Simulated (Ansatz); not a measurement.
SnO2 under changes of volume

One of the cells (14.496 Å³/atom); the others are scaled copies at fixed shape and fractional positions:

```xyz
3
Lattice="1.6171 0.9336 4.8006 -1.6171 0.9336 4.8006 0.0000 -1.8673 4.8006" Properties=species:S:1:pos:R:3 pbc="T T T"
Sn    0.0000    0.0000    7.2009
O     0.0000    0.0000   10.9861
O     0.0000    0.0000    3.4157
```

Measurements of this composition are mostly on another form, of space group No. 136.

```yaml
Program: Ansatz 0.2.0
Functional: r2SCAN
Potentials_or_basis: Ansatz PAW
Cutoff: "500 eV (not typed: the program's choice for these potentials)"
k_mesh: 10 × 10 × 10
Occupations: fermi-dirac, width 0.05 eV
Spin: no spin polarisation
```

```csv
volume (Å³/atom),energy over the lowest point (meV/atom),pressure (GPa),gap on the mesh (eV),largest force (eV/Å)
13.626,?,?,?,?
13.916,0.00,-1.0,2.73,0.177
14.206,4.88,-4.3,2.58,0.414
14.496,15.32,-7.2,2.43,0.631
14.785,30.66,-9.7,2.30,0.829
15.075,50.36,-12.0,2.17,1.010
15.365,73.92,-14.0,2.05,1.174
```

Problem. What does the run at 13.626 Å³/atom give?

Solution. Energy over the lowest point 1.36 meV/atom; pressure 2.6 GPa; gap on the mesh 2.89 eV; largest force 0.084 eV/Å.

Worked out: A Birch-Murnaghan fit of order 3 (a polynomial in V^(-2/3)) to the other rows has its minimum at 13.83 Å³/atom, just outside them, with B0 = V·E''(V) = 172 GPa and B' = 4.9 at fixed shape and positions, which overstates the stiffness. It gives 1.44 meV/atom at 13.626 Å³/atom, against the run's 1.36, and -dE/dV = 2.7 GPa, against 2.6. A straight line through the other rows of the gap, of slope -6.87 eV per unit of ln V, extrapolates to 2.87 eV, against the run's 2.89.

Energies are extrapolated to zero smearing.

Caveats: spin-orbit coupling is left out, which moves the levels of the heavy elements; the PAW data sets come from PBE, with cores solved anew for the run's functional, which leaves a small shift of forces and pressure; forces of over 1 eV/Å show positions far from the minimum, so gaps and moduli don't describe the material at rest (some runs).

A mesh can miss the band edges.
